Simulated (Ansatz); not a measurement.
# Ba: electron density at the nuclei under pressure

```
Ba
1.0
     3.59177   -2.51690    0.00000
     3.59177    2.51690    0.00000
     0.00000    0.00000    7.19005
Ba
2
Cartesian
  3.5918 -1.2422 1.7975
  3.5918 1.2422 5.3925
```

Atoms are numbered in the order listed.

Structure from Materials Project entry mp-122 (possibly hypothetical), not relaxed further.

No spin–orbit coupling, which matters for the heavy atoms here.

These are results of DFT, PBEsol, all-electron PAW with datasets made for the crystal, scalar-relativistic in Ansatz 0.2.0, not measurements.

The runs use a Γ-centred 9×9×5 k mesh, Fermi–Dirac smearing of 0.03 eV, cutoff 220 eV (chosen by the program for this cell), no spin polarisation.

The contact density is the mean electron density over the nuclear volume; its changes follow the s electrons' response to bonding and compression. Changes below are taken from the unscaled cell, where it is 2.06231e+06 e/Å³ at Ba1.

| V/V(cell) | P (GPa) | Δρ(0) Ba1 (e/Å³) |
| --- | --- | --- |
| 0.9405 | -0.4 | ? |
| 1.0000 | -0.9 | 0.00 |
| 1.0600 | -1.2 | ? |

**Question.** What belongs in the row "1.0600", column "Δρ(0) Ba1 (e/Å³)"?

**Answer.** -1.71.

**Question.** Fill in "Δρ(0) Ba1 (e/Å³)" for the row "0.9405".

**Answer.** 2.45.

The datasets are made afresh for each cell, so very small changes are uncertain. Scalar relativity leaves out the p1/2 density at heavy nuclei.
